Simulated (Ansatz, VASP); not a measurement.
Two plane-wave programs on SrO

The input INCAR:

```
PREC = Accurate
ENCUT = 520
EDIFF = 1E-7
ISMEAR = 0
SIGMA = 0.05
LREAL = False
LASPH = True
NELM = 80
ALGO = Normal
ISIF = 2
LWAVE = False
LCHARG = True
GGA = PE
LELF = True
LVHAR = True
NBANDS = 15
```

KPOINTS

```
regular mesh
0
Gamma
  8 8 8
```

POSCAR

```
SrO
1.0
    0.0000000000      2.4182743870      2.9019292644
    2.4182743870      0.0000000000      2.9019292644
    2.4182743870      2.4182743870      0.0000000000
Sr O
1 1
Direct
    0.0000000000      0.0000000000      0.0000000000
    0.5000000000      0.5000000000      0.5000000000
```

Input for Ansatz:

```yaml
crystal:
  lattice:
    - [0.0, 2.418274387, 2.9019292644]
    - [2.418274387, 0.0, 2.9019292644]
    - [2.418274387, 2.418274387, 0.0]
  atoms:
    - { symbol: Sr, position: [0.0, 0.0, 0.0] }
    - { symbol: O, position: [0.5, 0.5, 0.5] }
basis:
  ecutwfc: 420
kpoints:
  mp_grid: { grid: [8, 8, 8] }
hamiltonian:
  xc: pbe
scf:
  occupations: { method: gaussian, width: 0.05 }
output:
  forces: true
  stress: true
  eigenvalues: true
```

Alike in both runs: task single point; functional PBE; k mesh 8 × 8 × 8; occupations gaussian, width 0.05 eV; no spin polarisation.

```csv
,VASP,Ansatz
version,VASP 6.6.1,Ansatz 0.2.0
potentials or method,"VASP PAW PBE potentials, release 64 (Sr_sv, O)","scalar-relativistic, plane waves, PAW"
plane-wave cutoff (eV),520,420
valence electrons in the cell,16,16
```

|  | VASP | Ansatz | Ansatz less VASP |
| --- | --- | --- | --- |
| gap on the k mesh at the Fermi level (eV) | 3.00 | 3.04 | +0.041 |
| least direct gap on the mesh (eV) | 3.00 | 3.04 | +0.041 |
| pressure (GPa) | 10.1 | 9.3 | -0.82 |
| largest component of the traceless stress (GPa) | 15.11 | 14.35 | -0.755 |

A k mesh can miss the band edges. PBE gaps usually lie below the measured ones, often by a third to a half.
